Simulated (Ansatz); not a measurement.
Spinel MgAl2O4 was calculated with PBE (PAW; Ansatz, a quantum-chemistry and plane-wave program).

Numerical settings: plane-wave cutoff 520 eV, 8×8×8 k mesh, Fermi–Dirac smearing 0.01 eV, scalar-relativistic PAW data made under PBE.

The cell is scaled about its equilibrium volume:

Shape and atoms are relaxed at each volume.

```
V (Å³/atom)  P (GPa)  direct gap at Γ (eV)  smallest gap on the k mesh (eV)
-----------  -------  --------------------  -------------------------------
9.344           8.04                 5.525                            5.513
9.539           3.82                 5.327                            5.315
9.733           0.01                 5.137                            5.124
9.928          -3.43                 4.953                            4.940
10.123         -6.55                 4.776                            4.763
```

A straight line through the gaps at Γ against ln V gives a volume deformation potential dE_g(Γ)/d ln V of -9.4 eV: the gap at Γ widens under compression.

Measured, for comparison: band gap 7.8 eV (temperature not stated, not corrected to a static lattice; as tabulated in Neo et al. (2023), doi:10.1002/gch2.202200236).
